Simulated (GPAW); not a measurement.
A run of GPAW 26.7.0 is set up as follows.

Contents of run.py:

```python
import numpy as np
from ase import Atoms
from ase.dft.bandgap import bandgap
from ase.io import write
from ase.units import GPa
from gpaw import GPAW, PW, setup_paths
from gpaw.spinorbit import soc_eigenstates

setup_paths.insert(0, '.')

atoms = Atoms(['Te', 'Sn'],
              cell=[[0.0, 3.15085, 3.15085],
                    [3.15085, 0.0, 3.15085],
                    [3.15085, 3.15085, 0.0]],
              scaled_positions=[[0.5, 0.5, 0.5],
                                [0.0, 0.0, 0.0]],
              pbc=True)

calc = GPAW(mode=PW(600),
            xc='GGA_X_B88+GGA_C_P86',
            kpts={'size': (6, 6, 6), 'gamma': True},
            occupations={'name': 'fermi-dirac', 'width': 0.05},
            nbands=19,
            convergence={'density': 1e-05, 'energy': 1e-05},
            maxiter=150,
            txt='gpaw.txt')
atoms.calc = calc
energy = atoms.get_potential_energy()
forces = atoms.get_forces()
stress = atoms.get_stress()
calc.write('gs.gpw')
write('result.traj', atoms)
print(f'Energy: {energy:.6f} eV')
print('Forces (eV/A):')
print(forces.round(4))
print('Stress (GPa):', (stress / GPa).round(3))
print('Fermi level:', round(calc.get_fermi_level(), 4), 'eV')
print(f'Gap: {bandgap(calc)[0]:.4f} eV, direct: {bandgap(calc, direct=True)[0]:.4f} eV')

path = atoms.cell.bandpath('GXWKGLUWLK,UX', npoints=80, eps=1e-4)
bs_calc = calc.fixed_density(kpts=path, symmetry='off', nbands=32,
                             convergence={'bands': 'CBM+6.0', 'eigenstates': 1e-6}, txt='bands.txt')
bs = bs_calc.band_structure()
bs.write('bs.json')
print(f'Gap on the path: {bandgap(bs_calc)[0]:.4f} eV')

soc = soc_eigenstates(bs_calc, theta=54.7, phi=45)
np.savetxt('soc_bands.dat', soc.eigenvalues(), fmt='%.4f')
mesh = soc_eigenstates('gs.gpw', theta=54.7, phi=45)
np.savetxt('soc_mesh.dat', mesh.eigenvalues(), fmt='%.4f')
print('Fermi level with spin-orbit coupling:', round(mesh.fermi_level, 4), 'eV')
```

Potentials or basis: PAW data sets generated in the run's folder for this functional, pw.

Command:

```console
$ gpaw-setup -f GGA_X_B88+GGA_C_P86 Sn Te
$ OMP_NUM_THREADS=1 python run.py
```

(1) What does it give for the band gap on the k mesh?

(2) Estimate the band gap along the path.

Results:

(1) 0.27 eV, direct.

(2) 0.25 eV, indirect (least direct gap 0.27 eV).

Caveat: spin-orbit coupling was added after a scalar SCF, so levels and gaps hold it while energy, forces, pressure and moments don't; this program's spin-orbit splittings come out too wide for heavy elements.

**The experiment to reproduce.**

A printed reference work, textbook reports, for a bulk crystal of SnTe at 300 K: band gap 0.18 eV (direct).

Against the measured gap of SnTe, 0.18 eV (direct; 300 K; a printed reference work, textbook), the calculated 0.25 eV is off by +0.07 eV. The value is that of BP86, without temperature or zero-point motion.
